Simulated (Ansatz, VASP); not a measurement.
**AgCl: VASP beside Ansatz**

```
CELL_PARAMETERS angstrom
3.43397 0.00000 0.00000
0.00000 3.33095 0.00000
0.00000 0.00000 3.43397
ATOMIC_POSITIONS crystal
Ag 0.00000 0.00000 0.00000
Cl 0.50000 0.50000 0.50000
```

Change from the starting cell: strain -0.0300 x Voigt [0, 1, 0, 0, 0, 0], atoms carried along.

Alike in both runs: task single point; functional LDA; k mesh 10 × 10 × 10; occupations gaussian, width 0.03 eV; no spin polarisation.

|  | VASP | Ansatz |
| --- | --- | --- |
| version | VASP 6.6.1 | Ansatz 0.2.0 |
| potentials or method | VASP PAW LDA potentials, release 64 (Ag, Cl) | scalar-relativistic, plane waves, PAW |
| plane-wave cutoff (eV) | 520 | 420 |
| valence electrons in the cell | 18 | 26 |

|  | VASP | Ansatz | Ansatz less VASP |
| --- | --- | --- | --- |
| gap on the k mesh at the Fermi level (eV) | 0.27 | 0.24 | -0.031 |
| least direct gap on the mesh (eV) | 1.71 | 1.69 | -0.029 |
| pressure (GPa) | -6.4 | -6.4 | +0.02 |
| largest component of the traceless stress (GPa) | 0.99 | 0.98 | -0.009 |

The two sets of potentials don't hold the same shells in valence.

A k mesh can miss the band edges.
